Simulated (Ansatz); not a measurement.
Vibrational response of BN at 1 GPa

Computed with DFT PBE+D3(BJ), scalar-relativistic, plane waves, PAW in Ansatz 0.2.0. Settings: 420 eV plane-wave cutoff, Γ-centred 12×12×12 mesh, fixed occupations. No spin polarisation. Phonons by linear response, acoustic sum rule imposed.

The cell, relaxed at 1 GPa:
```xyz
2
Lattice="2.4925 0.0023 -0.2366 -1.2370 2.1639 0.2366 -0.9466 -0.8982 3.2594" Properties=species:S:1:pos:R:3 pbc="T T T"
B     1.2496    2.1530   -0.0194
N     0.2965   -0.1883    3.1571
```

Optical modes at Γ (transverse, no macroscopic field); i marks an imaginary frequency:
```json
{"frequency (meV)": "91.9", "degeneracy": "1", "IR intensity of the level ((D/Å)²/amu)": "2.19"}
{"frequency (meV)": "168.7", "degeneracy": "1", "IR intensity of the level ((D/Å)²/amu)": "27.65"}
{"frequency (meV)": "168.7", "degeneracy": "1", "IR intensity of the level ((D/Å)²/amu)": "27.65"}
```

All 3 optical modes at Γ are real: no displacement of atoms at fixed cell lowers the energy to second order. Strains and modes at other wave vectors aren't tested by this run.

* Electronic dielectric constant ε∞ (principal values): 2.81, 4.91, 4.91
* Static dielectric constant ε0 (principal values): 3.3, 6.7, 6.7
* Refractive index √ε∞, mean: 2.05
* Kohn–Sham gap on the mesh: 4.16 eV
* Cost: 57 s on 1 thread of Intel(R) Xeon(R) Platinum 8488C (Sapphire Rapids), with other jobs on the host, peak memory 0.7 GiB

Born effective charges (e):
```json
{"atom": "B (atom 1)", "Z*xx": "2.69", "Z*yy": "2.70", "Z*zz": "0.79", "mean": "2.06"}
{"atom": "N (atom 2)", "Z*xx": "-2.69", "Z*yy": "-2.70", "Z*zz": "-0.79", "mean": "-2.06"}
```

This form isn't the usual stable structure of the compound.